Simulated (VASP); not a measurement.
# K (Fm-3m) in VASP: further runs, part 2 of 2

VASP 6.6.1. The steps go on from the part before.

### 3 Relaxation of cell and atoms, PBEsol

File INCAR:

```
PREC = Accurate ; ENCUT = 600
EDIFF = 1E-7 ; ISMEAR = 0
SIGMA = 0.1 ; LREAL = False
LASPH = True ; NELM = 100
ALGO = Fast ; ISIF = 3
LWAVE = False ; LCHARG = False
GGA = PS ; IBRION = 2
NSW = 70 ; EDIFFG = -0.005
```

File KPOINTS:

```
regular mesh
0
Gamma
  12 12 12
```

File POSCAR:

```
K
1.0
    0.0000000000      3.2597531145      3.2597531145
    3.2597531145      0.0000000000      3.2597531145
    3.2597531145      3.2597531145      0.0000000000
K
1
Direct
    0.0000000000      0.0000000000      0.0000000000
```

Potentials or basis: VASP PAW PBE potentials, release 64 (K_sv).

The run is started by

```console
cat potpaw_PBE.64/K_sv/POTCAR > POTCAR
mpirun -np 1 vasp_std > vasp.out
```

OUTCAR:

```text
PREC = Accurate
   ENCUT = 600
   EDIFF = 1E-7
   ISMEAR = 0
   LREAL = False
   LASPH = True
   NELM = 100
   ISIF = 3
   GGA = PS
   IBRION = 2
   NSW = 70
   EDIFFG = -0.005

 ion  position               nearest neighbor table
   1  0.000  0.000  0.000-

  LATTYP: Found a face centered cubic cell.
 ALAT       =     6.5195062290

  Lattice vectors:

 A1 = (   0.0000000000,   3.2597531145,   3.2597531145)
 A2 = (   3.2597531145,   0.0000000000,   3.2597531145)
 A3 = (   3.2597531145,   3.2597531145,   0.0000000000)

Analysis of symmetry for initial positions (statically):
=====================================================================
 Subroutine PRICEL returns:
 Original cell was already a primitive cell.

 Routine SETGRP: Setting up the symmetry group for a
 face centered cubic supercell.

 Subroutine GETGRP returns: Found 48 space group operations
 (whereof 48 operations were pure point group operations)
 out of a pool of 48 trial point group operations.

The static configuration has the point symmetry O_h .

Analysis of symmetry for dynamics (positions and initial velocities):
=====================================================================
 Subroutine PRICEL returns:
 Original cell was already a primitive cell.

 Routine SETGRP: Setting up the symmetry group for a
 face centered cubic supercell.

 Subroutine GETGRP returns: Found 48 space group operations
 (whereof 48 operations were pure point group operations)
 out of a pool of 48 trial point group operations.

The dynamic configuration has the point symmetry O_h .

 Subroutine INISYM returns: Found 48 space group operations
 (whereof 48 operations are pure point group operations),
 and found     1 'primitive' translations

----------------------------------------------------------------------------------------

                                     Primitive cell

  volume of cell :      69.2762

  direct lattice vectors                    reciprocal lattice vectors
     0.000000000  3.259753115  3.259753115    -0.153385849  0.153385849  0.153385849
     3.259753115  0.000000000  3.259753115     0.153385849 -0.153385849  0.153385849
     3.259753115  3.259753115  0.000000000     0.153385849  0.153385849 -0.153385849

  length of vectors
     4.609987065  4.609987065  4.609987065     0.265672084  0.265672084  0.265672084

  position of ions in fractional coordinates (direct lattice)
     0.000000000  0.000000000  0.000000000

  ion indices of the primitive-cell ions
   primitive index   ion index
                 1           1

----------------------------------------------------------------------------------------

 KPOINTS: regular mesh

Automatic generation of k-mesh.
 Grid dimensions read from file:
 generate k-points for:   12   12   12

 Generating k-lattice:

  Cartesian coordinates                     Fractional coordinates (reciprocal lattice)
    -0.012782154  0.012782154  0.012782154     0.083333333  0.000000000  0.000000000
     0.012782154 -0.012782154  0.012782154     0.000000000  0.083333333  0.000000000
     0.012782154  0.012782154 -0.012782154     0.000000000  0.000000000  0.083333333

  Length of vectors
[... 45 lines left out ...]
 SYSTEM =  unknown system
   PREC   = accura    normal or accurate (medium, high low for compatibility)
   ISTART =      0    job   : 0-new  1-cont  2-samecut
   ICHARG =      2    charge: 1-file 2-atom 10-const
   ISPIN  =      1    spin polarized calculation?
   LNONCOLLINEAR =      F non collinear calculations
   LSORBIT =      F    spin-orbit coupling
   LASPH  =      T    aspherical Exc in radial PAW
   ENCUT  =  600.0 eV  44.10 Ry    6.64 a.u.   9.21  9.21  9.21*2*pi/ulx,y,z
   NELM   =    100;   NELMIN=  2; NELMDL= -5     # of ELM steps
   EDIFF  = 0.1E-06   stopping-criterion for ELM
   LREAL  =      F    real-space projection
   EDIFFG = -.5E-02   stopping-criterion for IOM
   NSW    =     70    number of steps for IOM
   IBRION =      2    ionic relax: 0-MD 1-quasi-New 2-CG
   NFREE  =      1    steps in history (QN), initial steepest desc. (CG)
   ISIF   =      3    stress and relaxation
   ISYM   =      2    0-nonsym 1-usesym 2-fastsym
   POTIM  = 0.5000    time-step for ionic-motion
   TEBEG  =    0.0;   TEEND  =   0.0 temperature during run
   PSTRESS=    0.0 pullay stress
   NELECT =       9.0000    total number of electrons
   NUPDOWN=      -1.0000    fix difference up-down
   EMIN   =  10.00;   EMAX   =-10.00  energy-range for DOS
   EFERMI =   0.00;   METHOD = LEGACY
   ISMEAR =     0;   SIGMA  =   0.10  broadening in eV -4-tet -1-fermi 0-gaus
   EFERMI_NEDOS =   21; number of points for ismear=-14 and -15
   IALGO  =     68    algorithm
   IMIX   =      4    mixing-type and parameters
     AMIX     =   0.40;   BMIX     =  1.00
     AMIX_MAG =   1.60;   BMIX_MAG =  1.00
  volume/ion in A,a.u.               =      69.28       467.50
  Fermi-wavevector in a.u.,A,eV,Ry     =   0.829140  1.566847  9.353630  0.687472
  Thomas-Fermi vector in A             =   1.941636
   LORBIT       =      0    0 simple, 1 ext, 2 COOP (PROOUT), +10 PAW based schemes
   GGA     = PS    functional components
   LHFCALC =     F    Hartree Fock is set to
   AEXX    =    0.0000 exact exchange contribution
   IVDW    =     0    specifies the selected vdW correction
   LEPSILON=     F    determine dielectric tensor
   LRPA    =     F    only Hartree local field effects (RPA)
 conjugate gradient relaxation of ions
 non-spin polarized calculation
 RMM-DIIS sequential band-by-band and
 Gauss-broadening in eV      SIGMA  =   0.10
  energy-cutoff  :      600.00
  volume of cell :       69.28
 maximum number of plane-waves:      2334
 NGX is ok and might be reduce to    40
   NGX = 19   NGY = 19   NGZ = 19

--------------------------------------- Ionic step        1  -------------------------------------------

 number of electron       9.0000000 magnetization

 Free energy of the ion-electron system (eV)
  ---------------------------------------------------
  ext. energy  EPLUGINS =         0.00000000
  ---------------------------------------------------
  free energy    TOTEN  =        -1.13564074 eV

  energy without entropy =       -1.13192590  energy(sigma->0) =       -1.13378332

------------------------ aborting loop because EDIFF is reached ----------------------------------------

  FORCE on cell =-STRESS in cart. coord.  units (eV):
  Direction    XX          YY          ZZ          XY          YZ          ZX
  --------------------------------------------------------------------------------------
  -------------------------------------------------------------------------------------
  Total        0.0431233      0.0431233      0.0431233      0.0000000      0.0000000      0.0000000
  in kB        0.9973290      0.9973290      0.9973290      0.0000000      0.0000000      0.0000000
  external PRESSURE =       0.9973290 kB  Pullay stress =       0.0000000 kB
[... 57 lines left out ...]
--------------------------------------- Ionic step        3  -------------------------------------------

 number of electron       9.0000001 magnetization

 Free energy of the ion-electron system (eV)
  ---------------------------------------------------
  ext. energy  EPLUGINS =         0.00000000
  ---------------------------------------------------
  free energy    TOTEN  =        -1.13618847 eV

  energy without entropy =       -1.13244106  energy(sigma->0) =       -1.13431477

 E-fermi :  -0.1108     XC(G=0):  -5.7840

 val. band max:       -0.1675205356   @ k =   0.5000   0.2500   0.0833
 cond. band min:      -0.0916929817   @ k =  -0.4167   0.0833   0.0000
 fundamental gap:      0.0758275539
 Fermi energy:        -0.1107664464

 k-point     1 :       0.0000    0.0000    0.0000
  band No.  band energies     occupation
      1     -32.0581      2.00000
      2     -15.5667      2.00000
      3     -15.5667      2.00000
      4     -15.5667      2.00000
      5      -2.3012      2.00000
      6       4.1542      0.00000
      7       4.1542      0.00000
      8       4.1542      0.00000
[... 243 lines left out ...]
 k-point    24 :      -0.4167    0.1667    0.0000
  band No.  band energies     occupation
      1     -32.0531      2.00000
      2     -15.6362      2.00000
      3     -15.5910      2.00000
      4     -15.5801      2.00000
      5       0.3294      0.00000
      6       0.8275      0.00000
      7       3.1170      0.00000
      8       4.1084      0.00000

 [... further k-points ...]

------------------------ aborting loop because EDIFF is reached ----------------------------------------

  FORCE on cell =-STRESS in cart. coord.  units (eV):
  Direction    XX          YY          ZZ          XY          YZ          ZX
  --------------------------------------------------------------------------------------
  -------------------------------------------------------------------------------------
  Total        0.0011074      0.0011074      0.0011074      0.0000000     -0.0000000     -0.0000000
  in kB        0.0249821      0.0249821      0.0249821      0.0000000     -0.0000000     -0.0000000
  external PRESSURE =       0.0249821 kB  Pullay stress =       0.0000000 kB
[... 16 lines left out ...]
  FREE ENERGIE OF THE ION-ELECTRON SYSTEM (eV)
  ---------------------------------------------------
  free  energy   TOTEN  =        -1.1361884743 eV

  energy  without entropy=       -1.1324410559  energy(sigma->0) =       -1.13431477

 reached required accuracy - stopping structural energy minimisation
```

It took 72 s on 1 thread of Intel Xeon 6975P-C (Granite Rapids), shared host; peak memory 0.26 GiB.

Results:

```yaml
Free_energy: -1.1362 eV
Relaxed_volume: 71.02 Å³/atom
Relaxed_cell: a = 4.648 Å, b = 4.648 Å, c = 4.648 Å, α = 60.00°, β = 60.00°, γ = 60.00°
Space_group_after_relaxing_to_0.05_Å: Fm-3m (No. 225)
Energy_gained_by_relaxing: 0.5 meV/atom
Ionic_steps: 3
Pressure_after_relaxing: 0.0 GPa
Band_gap_on_the_k_mesh: none (metal or under the smearing width)
```

Step by step:
```csv
step,energy change (eV),largest force (eV/Å),pressure (GPa),volume (Å³)
1,0.0000,0.0000,0.10,69.28
2,-0.0002,0.0000,0.07,69.71
3,-0.0005,0.0000,0.00,71.02
```

Final structure:
```
K
1.0
     0.00000    3.28688    3.28688
     3.28688    0.00000    3.28688
     3.28688    3.28688    0.00000
K
1
Direct
  0.00000 0.00000 0.00000
```

Levels at points of the mesh, in eV from the Fermi level:
```csv
k point,band 1,band 2,band 3,band 4,band 5,band 6,band 7,band 8
"(0.00, 0.00, 0.00)",-31.95,-15.46,-15.46,-15.46,-2.19,4.26,4.26,4.26
"(0.50, 0.00, 0.00)",-31.94,-15.53,-15.47,-15.47,0.34,0.58,4.05,4.05
"(0.50, 0.50, 0.00)",-31.94,-15.53,-15.48,-15.48,0.92,1.43,2.35,5.06
```

Caveat: the PAW data sets were made with another functional, which shifts forces and pressure a little.
